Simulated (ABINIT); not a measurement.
# Rh (P6_3/mmc) in ABINIT: single point with PBEsol

Aim: the single point of Rh with PBEsol.

Everything below comes from runs of ABINIT 10.8.3 (patched build). Logs are shortened: lines on timing, memory, paths and dates and some standing lists are left out, and cuts for length are marked. The log counts tension as positive stress, the text compression.

### Step 1. The undisturbed crystal

It takes space group P6_3/mmc (No. 194, hexagonal). The conventional cell has a = 2.731 Å, b = 2.731 Å, c = 4.428 Å, α = 90.00°, β = 90.00°, γ = 120.00°. Rh (site symmetry -6m2) has 12 Rh at 2.72 to 2.73 Å as nearest neighbours.

This isn't the form of Rh at room conditions, which is fcc.

### Step 2. Single point, PBEsol (atoms moved at random, drawn with an rms of 0.05 Å)

run.abi

```
pp_dirpath "./"
pseudos "Rh.upf"

acell 3*1.0 Angstrom
rprim
     2.7309790422     0.0000000000     0.0000000000
    -1.3654895211     2.3650972278     0.0000000000
     0.0000000000     0.0000000000     4.4284890000
ntypat 1
znucl 45
natom 2
typat 1 1
xred
     0.3268750000     0.6463710000     0.2421170000
     0.6651250000     0.3500480000     0.7605450000
chkprim 0
chksymtnons 0
tolsym 1.0e-6

ecut 44.0

kptopt 1
ngkpt 11 11 6
nshiftk 1
shiftk 0.0 0.0 0.0

ixc -116133

nband 21
occopt 3
tsmear 0.00183747

nstep 100
tolvrs 1.0e-10

iomode 3
prtwf 0
prtden 0
prteig 0
prtebands 0
```

Potentials or basis: PseudoDojo NC SR PBEsol v0.4.1 standard.

Run with:

```console
> abinit run.abi > log 2>&1
```

run.abo:

```text
.Version 10.8.3 of ABINIT
 Symmetries : space group P-1 (#  2); Bravais aP (primitive triclinic)
================================================================================
 Values of the parameters that define the memory need of the present run
     intxc =       0    ionmov =       0      iscf =       7    lmnmax =       6
     lnmax =       6     mgfft =      50  mpssoang =       3    mqgrid =    3001
     natom =       2  nloc_mem =       1    nspden =       1   nspinor =       1
    nsppol =       1      nsym =       2    n1xccc =    2501    ntypat =       1
    occopt =       3   xclevel =       2
       mpw =        2713          nfft =       51200          nkpt =         364
================================================================================
================================================================================

--------------------------------------------------------------------------------
------------- Echo of variables that govern the present computation ------------
--------------------------------------------------------------------------------
 -outvars: echo values of preprocessed input variables --------
            acell      1.8897261259E+00  1.8897261259E+00  1.8897261259E+00 Bohr
              amu      1.02905500E+02
          chkprim           0
      chksymtnons           0
             ecut      4.40000000E+01 Hartree
                       outvar_i_n : Printing only first  50 k-points.
              ixc     -116133
                       outvar_i_n : Printing only first  50 k-points.
         kptrlatt       11    0    0      0   11    0      0    0    6
          kptrlen      5.02117882E+01
            natom           2
            nband          21
            ngfft          32      32      50
             nkpt         364
            nstep         100
             nsym           2
           ntypat           1
                       prtocc : prtvol=0, do not print more k-points.
           occopt           3
           prtden           0
        prtebands           0
           prteig           0
            prtwf           0
            rprim      2.7309790422E+00  0.0000000000E+00  0.0000000000E+00
                      -1.3654895211E+00  2.3650972278E+00  0.0000000000E+00
                       0.0000000000E+00  0.0000000000E+00  4.4284890000E+00
          spgroup           2
           tolsym      1.00000000E-06
           tolvrs      1.00000000E-10
           tsmear      1.83747000E-03 Hartree
            typat      1  1
                       outvars : Printing only first  50 k-points.
           xangst      1.0075947176E-02  1.5287302602E+00  1.0722124712E+00
                       1.3384555596E+00  8.2789755440E-01  3.3680651665E+00
            xcart      1.9040780622E-02  2.8888815122E+00  2.0261879194E+00
                       2.5293144393E+00  1.5644996381E+00  6.3647207389E+00
             xred      3.2687500000E-01  6.4637100000E-01  2.4211700000E-01
[... 93 lines left out ...]
 Atom  Sphere_radius  Integrated_density
    1        2.00000         14.01862094
    2        2.00000         14.01934567
================================================================================

 ----iterations are completed or convergence reached----

 Mean square residual over all n,k,spin=   24.700E-07; max=  16.056E-04
 reduced coordinates (array xred) for    2 atoms
       0.326875000000      0.646371000000      0.242117000000
       0.665125000000      0.350048000000      0.760545000000
 rms dE/dt=  7.1878E-02; max dE/dt=  1.1798E-01; dE/dt below (all hartree)
    1       0.015778372382     -0.036481972604     -0.117980710059
    2      -0.015778372382      0.036481972604      0.117980710059

 cartesian coordinates (angstrom) at end:
    1      0.01007594717620     1.52873026023031     1.07221247121300
    2      1.33845555956126     0.82789755439693     3.36806516650500

 cartesian forces (hartree/bohr) at end:
    1     -0.00305734864860     0.00639747524039     0.01409796954378
    2      0.00305734864860    -0.00639747524039    -0.01409796954378
 frms,max,avg= 9.1109424E-03 1.4097970E-02   0.000E+00  0.000E+00  0.000E+00 h/b

 cartesian forces (eV/Angstrom) at end:
    1     -0.15721518861375     0.32897140371266     0.72494674165099
    2      0.15721518861375    -0.32897140371266    -0.72494674165099
 frms,max,avg= 4.6850350E-01 7.2494674E-01   0.000E+00  0.000E+00  0.000E+00 e/A
 length scales=  1.889726125908  1.889726125908  1.889726125908 bohr
              =  1.000000000000  1.000000000000  1.000000000000 angstroms
 Fermi (or HOMO) energy (hartree) =   0.56678   Average Vxc (hartree)=  -0.52559
 Eigenvalues (hartree) for nkpt= 364  k points:
 kpt#   1, nband= 21, wtk=  0.00138, kpt=  0.0000  0.0000  0.0000 (reduced coord)
  -2.32917   -2.32534   -1.16080   -1.14013   -1.13828   -1.13596   -1.13567   -1.13559
   0.27801    0.34788    0.45556    0.45898    0.46250    0.47626    0.47913    0.49568
   0.51095    0.56372    0.58014    0.59199    0.86403
      occupation numbers for kpt#   1
   2.00000    2.00000    2.00000    2.00000    2.00000    2.00000    2.00000    2.00000
   2.00000    2.00000    2.00000    2.00000    2.00000    2.00000    2.00000    2.00000
   2.00000    1.68270    0.00139    0.00000    0.00000
 prteigrs : prtvol=0 or 1, do not print more k-points.

--- !EnergyTerms
iteration_state     : {dtset: 1, }
comment             : Components of total free energy in Hartree
kinetic             :  7.73659779978872E+01
hartree             :  3.90687372456337E+01
xc                  : -3.75676121520824E+01
Ewald energy        : -1.81747505424237E+02
psp_core            :  7.57827835955322E+00
local_psp           : -1.53065051748685E+02
non_local_psp       :  1.39435163198022E+01
internal            : -2.34423659402128E+02
'-kT*entropy'       : -1.15149943245070E-03
total_energy        : -2.34424810901561E+02
total_energy_eV     : -6.37902407508342E+03
band_energy         : -1.48910725106632E+01
...

 Cartesian components of stress tensor (hartree/bohr^3)
  sigma(1 1)=  3.89773145E-04  sigma(3 2)= -2.94733895E-05
  sigma(2 2)=  4.43309147E-04  sigma(3 1)=  1.56722557E-05
  sigma(3 3)=  4.14915552E-04  sigma(2 1)=  1.36494056E-05

-Cartesian components of stress tensor (GPa)         [Pressure= -1.2239E+01 GPa]
- sigma(1 1)=  1.14675218E+01  sigma(3 2)= -8.67137056E-01
- sigma(2 2)=  1.30426054E+01  sigma(3 1)=  4.61093680E-01
- sigma(3 3)=  1.22072370E+01  sigma(2 1)=  4.01579377E-01

== END DATASET(S) ==============================================================
================================================================================

 -outvars: echo values of variables after computation  --------
            acell      1.8897261259E+00  1.8897261259E+00  1.8897261259E+00 Bohr
           etotal     -2.3442481090E+02
            fcart     -3.0573486486E-03  6.3974752404E-03  1.4097969544E-02
                       3.0573486486E-03 -6.3974752404E-03 -1.4097969544E-02
            rprim      2.7309790422E+00  0.0000000000E+00  0.0000000000E+00
                      -1.3654895211E+00  2.3650972278E+00  0.0000000000E+00
                       0.0000000000E+00  0.0000000000E+00  4.4284890000E+00
           strten      3.8977314480E-04  4.4330914653E-04  4.1491555208E-04
                      -2.9473389473E-05  1.5672255651E-05  1.3649405597E-05
           xangst      1.0075947176E-02  1.5287302602E+00  1.0722124712E+00
                       1.3384555596E+00  8.2789755440E-01  3.3680651665E+00
             xred      3.2687500000E-01  6.4637100000E-01  2.4211700000E-01
                       6.6512500000E-01  3.5004800000E-01  7.6054500000E-01
 Calculation completed.
```

Wall time 8.3 min (1 thread of Arm Neoverse V2, shared host); peak memory 0.38 GiB.

Results:

| Item | Value |
| --- | --- |
| Free energy | -6379.0241 eV |
| Pressure | -12.2 GPa |
| Largest force | 0.811 eV/Å |
| Band gap on the k mesh | none (metal or under the smearing width) |
| Valence electrons inside the program's atomic spheres | Rh 14.02 (radii [1.0584] Å) |

Forces on the atoms (eV/Å):
```
Rh  -0.157  0.329  0.725
Rh   0.157 -0.329 -0.725
```

Levels at points of the mesh, in eV from the Fermi level:
| k point | band 13 | band 14 | band 15 | band 16 | band 17 | band 18 | band 19 | band 20 | band 21 |
| --- | --- | --- | --- | --- | --- | --- | --- | --- | --- |
| (0.00, 0.00, 0.00) | -2.84 | -2.46 | -2.39 | -1.93 | -1.52 | -0.08 | 0.36 | 0.69 | 8.09 |
| (0.00, 0.00, 0.50) | -3.02 | -2.96 | -2.96 | -2.83 | -0.66 | -0.44 | -0.32 | -0.24 | 13.95 |
